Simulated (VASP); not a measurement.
Input:

```xyz
2
Lattice="0.0000 3.0324 3.0324 3.0324 0.0000 3.0324 3.0324 3.0324 0.0000" Properties=species:S:1:pos:R:3 pbc="T T T"
Zn     0.0000     0.0000     0.0000
Te     1.5162     1.5162     1.5162
```

Computed with PBEsol GGA, VASP's PBE PAW potentials (set 64) (plane waves; VASP 6.6.1). Settings: 480 eV cut-off, 8×8×8 Γ-centred mesh, Gaussian smearing of 0.050 eV, potentials Zn Te.

**Question.** The ions, cell shape and volume at an external pressure of 1.0 GPa are relaxed. Predict the relaxed structure.

**Answer.** 
```xyz
2
Lattice="0.0000 3.0165 3.0165 3.0165 0.0000 3.0165 3.0165 3.0165 0.0000" Properties=species:S:1:pos:R:3 pbc="T T T"
Zn     0.0000     0.0000     0.0000
Te     1.5082     1.5082     1.5082
```
Space group F-43m (216), at a tolerance of 0.03 Å.

**Question.** How do energy and volume change from the first to the last step?

**Answer.** The energy (σ→0) changes by +1.6 meV/atom and the volume by -1.6 %, in 3 ionic steps.

The compound is ZnTe in the zinc blende structure. This run relaxes it under an external pressure of 1 GPa. Symmetry was kept, so distortions that lower it aren't found.
